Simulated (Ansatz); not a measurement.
# Se (P3_121) in Ansatz: reference runs

Aim: a first look at Se with PBE, on the cell as given and on a disturbed one.

Everything below comes from runs of Ansatz 0.2.0. Logs are shortened: lines on timing, memory, paths and dates and some standing lists are left out, and cuts for length are marked.

### Step 1. The crystal as given

It takes space group P3_121 (No. 152, trigonal). The conventional cell has a = 4.366 Å, b = 4.366 Å, c = 4.954 Å, α = 90.00°, β = 90.00°, γ = 120.00°. Se (site symmetry 2) is surrounded by 2 Se at 2.37 Å.

### Step 2. Single point, PBE

input.yaml

```yaml
crystal:
  lattice:
    - [4.3662, 0.0, 0.0]
    - [-2.1831, 3.781240118, 0.0]
    - [0.0, 0.0, 4.9536]
  atoms:
    - { symbol: Se, position: [0.7746, 0.7746, 0.0] }
    - { symbol: Se, position: [0.0, 0.2254, 0.6666666667] }
    - { symbol: Se, position: [0.2254, 0.0, 0.3333333333] }
hamiltonian:
  xc: pbe
  pseudopotentials: { kind: paw }
kpoints:
  mp_grid: { grid: [7, 7, 6] }
scf:
  occupations: { method: fermi_dirac, width: 0.05 }
output:
  forces: true
  stress: true
  eigenvalues: true
  write_density: true
  write_potential: true
  elf: true
  volumetric_format: npy
```

Potentials or basis: Ansatz PAW.

Command:

```console
ansatz run input.yaml --threads 2 --pin off --max-ram 5120MiB --backend cpu --events-out ev --progress --plain --runs-dir out
```

What it wrote:

```text
Warning: RAYON_NUM_THREADS=2 ignored (pool sized by the plan → 2); use --threads N
Engine: ansatz 0.2.0, aarch64-unknown-linux-gnu
Pseudopotentials: kind: paw
Pseudopotential: Se, paw, valence charge 16, recommended cutoff 420 eV (normal), Se.paw.azcp
Functional definition: PBE
  parameter kappa = 0.804
  parameter beta = 0.06672455060314922
  exchange = pbe_x(kappa = kappa, mu = beta*pi^2/3)
  correlation = pbe_c(beta = beta)
Crystal: 3 atoms, lattice volume = 81.782 Å³
Basis set: ecut = 420 eV, 1583 PW (Γ), exchange–correlation on 60×60×72 points (8 copies of the dense FFT grid, shifted against one another)
Bands: 29, of which v1, the nominal top of the filled ones, is band 24 counted from 1 (23 counted from 0)
Symmetry: 6 space group operations
Space group: P3121 (ITA 152), of the structure as read, at distance tolerance 4.3e-5 Å
k-points: 40 of 294 (time reversal used)
Non-local potential: Se, projectors of the file, l = 0: 2, l = 1: 2, l = 2: 3, l = 3: 1
PAW form: soft (Blöchl's): semilocal exchange-correlation on the pseudo side does not see the compensation charge
PAW one-centre angular grid: Se, 590 points (default); XC on 64 Gauss nodes
Initial density: superposition of atomic densities (neutral atoms: chi_scale 0, normalization atom), corrected by the library's trained network
Initial wavefunctions: pseudopotential atomic-orbital guess
Functional: x = pbe(κ = 0.804, μ = 0.2195149727645171), c = pbe(β = 0.06672455060314922)
SCF iter   1: F=—  HF=-16407.198641 eV  |F-HF|=—  |Δ(HF+E_count)|=         —  Δρ=1.32e-3  dr2=9.12e-4  ethr=1.77e-3  ⟨swp⟩=6.0  Hψ=4896  notcnv=0
preconditioner: auto → Resta (q_TF=auto, 2.496 Å⁻¹)  ε∞=3.8  [insulator: Δε(μ)=1.218 eV  Ē_g=10.448 eV  σ=0.050 eV  W_gap=1.00  n_scr=20 (ndim 8)  ℏωp=17.4 eV  f_vac=0.095  D(μ)=0.00/eV (n_scr^D=0)  ε∞_Penn≈3.8]
SCF iter   2: F=—  HF=-16407.199020 eV  |F-HF|=—  |Δ(HF+E_count)|=   3.78e-4  Δρ=7.98e-4  dr2=3.35e-4  ethr=1.90e-6  ⟨swp⟩=2.0  Hψ=2440  notcnv=0
SCF iter   3: F=—  HF=-16407.199372 eV  |F-HF|=—  |Δ(HF+E_count)|=   3.53e-4  Δρ=2.53e-4  dr2=4.17e-5  ethr=6.98e-7  ⟨swp⟩=3.0  Hψ=2113  notcnv=0
SCF iter   4: F=—  HF=-16407.199427 eV  |F-HF|=—  |Δ(HF+E_count)|=   5.47e-5  Δρ=7.17e-5  dr2=2.81e-6  ethr=8.69e-8  ⟨swp⟩=2.0  Hψ=1528  notcnv=0
SCF iter   5: F=—  HF=-16407.199429 eV  |F-HF|=—  |Δ(HF+E_count)|=   2.28e-6  Δρ=1.89e-5  dr2=3.78e-7  ethr=5.85e-9  ⟨swp⟩=2.0  Hψ=2113  notcnv=0
SCF iter   6: F=-16407.199429 eV  HF=-16407.199429 eV  |F-HF|=4.92e-8  |Δ(HF+E_count)|=   4.13e-8  Δρ=6.97e-6  dr2=4.78e-8  ethr=2.08e-10  ⟨swp⟩=9.4  Hψ=10009  notcnv=0
SCF 1 converged in 6 iterations: F = -16407.199429 eV  dr2 = 4.78e-8
SCF converged after 6 iterations
Free energy (F): -16407.199429 eV
Harris-Foulkes:  -16407.199429 eV  (|F-HF|=4.92e-8)
Internal energy: -16407.199429 eV  (E = F + TS)
E sigma→0 (E₀):  -16407.199429 eV
Entropy (-TS):   -0.000000 eV (-0.000 meV/atom)
Fermi energy:    7.488752 eV
--- Per-component energies (eV) ---
  E_band       = -1226.184768
  E_kinetic    = 352.236353
  E_local      = -7739.561814  (includes V_loc(G=0)·N_el)
  E_nonlocal   = -1783.307171
  E_hartree    = 3791.993040
  E_xc         = -311.139816
  E_vxc        = -292.409959  (∫ρ·V_xc dr)
  E_paw        = -5735.843555  (= ΣΔE_a)
  E_vpaw       = 652.865285  (= ΣTr[D̂ρ^β])
  E_aug_tail   = -0.001813  (compensation charges beyond the density's cutoff)
  E_ewald      = -4981.574654
  E_smearing   = -0.000000  (= −TS)
  E_closure    = -0.000000  (closes the sum)
  Σ components = -16407.199429   (vs F -16407.199429, Δ=0.00e0)
--- Forces (eV/Å), atoms counted from 1 ---
  atom   1  Se    -0.20062687    -0.34749593    -0.00000000
  atom   2  Se    -0.20062687     0.34749593    -0.00000000
  atom   3  Se     0.40125374    -0.00000000     0.00000000
  max |Σ_I F_I| component: 1.67e-16 eV/Å
--- Stress (GPa, compression-positive) ---
        2.191015       0.000000      -0.000000
        0.000000       2.191015       0.000000
       -0.000000       0.000000       3.956210
  P = ⅓ Tr σ = 2.7794 GPa (27.794 kbar)
--- Band table (eV; the first three rows and the last of 40) ---
  k-point 0: bands = ["-41.3767", "-41.3767", "-41.3392", "-41.3331", "-41.3331", "-41.2851", "-41.1572", "-41.1521", "-41.1521", "-41.1063", "-41.1063", "-41.1030", "-41.0766", "-41.0503", "-41.0503", "-8.9596", "-4.8421", "-4.8421", "3.0475", "3.0475", "3.1273", "4.8404", "4.8404", "6.4743", "8.7740", "8.7740", "9.0496", "13.0557", "13.3903"]
  k-point 1: bands = ["-41.3868", "-41.3649", "-41.3398", "-41.3366", "-41.3277", "-41.2883", "-41.1571", "-41.1537", "-41.1506", "-41.1073", "-41.1053", "-41.1031", "-41.0751", "-41.0544", "-41.0473", "-8.8278", "-5.9416", "-3.7774", "2.6618", "3.1987", "3.2960", "4.8583", "5.1024", "6.2704", "8.5507", "8.5680", "8.8011", "13.6939", "13.6975"]
  k-point 2: bands = ["-41.3935", "-41.3541", "-41.3420", "-41.3387", "-41.3196", "-41.2970", "-41.1567", "-41.1551", "-41.1494", "-41.1081", "-41.1045", "-41.1034", "-41.0709", "-41.0596", "-41.0456", "-8.4370", "-6.9546", "-2.9372", "2.2290", "3.3681", "3.4589", "5.0425", "5.5313", "5.7962", "8.1711", "8.2838", "8.3751", "13.3828", "13.9543"]
  k-point 39: bands = ["-41.3958", "-41.3462", "-41.3462", "-41.3394", "-41.3086", "-41.3086", "-41.1562", "-41.1561", "-41.1488", "-41.1087", "-41.1036", "-41.1036", "-41.0664", "-41.0663", "-41.0435", "-7.4288", "-7.3776", "-3.7158", "1.1435", "1.9754", "2.0688", "5.8552", "6.4117", "6.5894", "8.1145", "9.5112", "9.7130", "13.4206", "14.7415"]
```

Run time: 6.2 s. Hardware: 2 threads of Arm Neoverse V1, shared host; peak memory 0.35 GiB.

Results:

* Free energy: -16407.1994 eV
* Pressure: 2.8 GPa
* Largest force: 0.401 eV/Å
* Band gap on the k mesh: 1.21 eV, indirect (least direct gap 1.48 eV)

Forces in eV/Å, atoms in the order of the input:
```
Se  -0.201 -0.347  0.000
Se  -0.201  0.347  0.000
Se   0.401  0.000  0.000
```

Caveat: odd divisions of the mesh miss points on the zone boundary, where band edges often lie, so the gap on the mesh can be too wide. A hybrid or GW would open this gap; PBE tends to underestimate it.

### Step 3. Single point, PBE (atoms moved at random, drawn with an rms of 0.05 Å)

input.yaml

```yaml
crystal:
  lattice:
    - [4.3662, 0.0, 0.0]
    - [-2.1831, 3.781240118, 0.0]
    - [0.0, 0.0, 4.9536]
  atoms:
    - { symbol: Se, position: [0.778944, 0.778036, 0.002632] }
    - { symbol: Se, position: [0.009181, 0.236059, 0.657835] }
    - { symbol: Se, position: [0.227814, 0.00178, 0.327381] }
hamiltonian:
  xc: pbe
  pseudopotentials: { kind: paw }
kpoints:
  mp_grid: { grid: [7, 7, 6] }
scf:
  occupations: { method: fermi_dirac, width: 0.05 }
output:
  forces: true
  stress: true
  eigenvalues: true
```

Potentials or basis: Ansatz PAW.

Command:

```console
ansatz run input.yaml --threads 2 --pin off --max-ram 5120MiB --backend cpu --events-out ev --progress --plain --runs-dir out
```

Run time: 15 s. Hardware: 2 threads of Arm Neoverse V1, shared host; peak memory 0.49 GiB.

The run converged. Its results:

```yaml
Free_energy: -16407.1885 eV
Pressure: 2.6 GPa
Largest_force: 0.627 eV/Å
Band_gap_on_the_k_mesh: 0.92 eV, indirect (least direct gap 1.32 eV)
```

Forces on the atoms (eV/Å):
```
Se  -0.302 -0.208 -0.509
Se  -0.208  0.111  0.331
Se   0.510  0.097  0.178
```

Stress tensor (GPa, compression positive):
```
2.60 0.25 0.51
0.25 1.39 1.33
0.51 1.33 3.73
```

Levels at points of the mesh, in eV from the valence-band top:
```
            k point  band 22  band 23  band 24  band 25  band 26  band 27
 (0.00, 0.00, 0.00)    -2.16    -2.05    -0.49     1.63     1.87     2.13
(0.00, 0.00, -0.50)    -1.65    -1.61    -1.19     0.92     1.17     1.34
```

Caveat: odd divisions of the mesh miss points on the zone boundary, where band edges often lie, so the gap on the mesh can be too wide. A k mesh can miss the band edges.
